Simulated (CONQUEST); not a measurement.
Os under changes of volume

One of the cells (13.982 Å³/atom); the others are scaled copies at fixed shape and fractional positions:

```
CELL_PARAMETERS angstrom
2.73410 0.00000 0.00000
0.00000 4.31970 0.00000
0.00000 0.00000 4.73560
ATOMIC_POSITIONS crystal
Os 0.00000 0.75000 0.33333
Os 0.50000 0.75000 0.83333
Os 0.00000 0.25000 0.66667
Os 0.50000 0.25000 0.16667
```

| Property | Result |
| --- | --- |
| Program | CONQUEST 1.3 |
| Functional | PBE |
| Potentials or basis | PseudoDojo NC PBE, SZP, grid of 32 × 48 × 48 points |
| k mesh | 10 × 6 × 6 |
| Occupations | fermi-dirac, width 0.05 eV |
| Spin | no spin polarisation |

| volume (Å³/atom) | energy over the lowest point (meV/atom) | pressure (GPa) | largest force (eV/Å) |
| --- | --- | --- | --- |
| 13.143 | 291.16 | 61.1 | 0.076 |
| 13.423 | 195.95 | 48.2 | 0.069 |
| 13.703 | ? | ? | ? |
| 13.982 | 66.98 | 26.0 | 0.061 |
| 14.262 | 29.73 | 16.9 | 0.057 |
| 14.542 | 7.93 | 8.3 | 0.056 |
| 14.821 | 0.00 | 1.0 | 0.055 |

Question: What does the run at 13.703 Å³/atom give?

Answer: Energy over the lowest point 121.93 meV/atom; pressure 36.8 GPa; largest force 0.061 eV/Å.

Worked out: A Birch-Murnaghan fit of order 3 (a polynomial in V^(-2/3)) to the other rows has its minimum at 14.85 Å³/atom, just outside them, with B0 = V·E''(V) = 382 GPa and B' = 4.4 at fixed shape and positions, which overstates the stiffness. It gives 121.79 meV/atom at 13.703 Å³/atom, against the run's 121.93, and -dE/dV = 36.7 GPa, against 36.8.

Energies are extrapolated to zero smearing.

Caveats: the atomic basis is small; the basis of atomic orbitals isn't converged, which shifts pressures, moduli and gaps; the cell as given lies far from equilibrium (some runs).
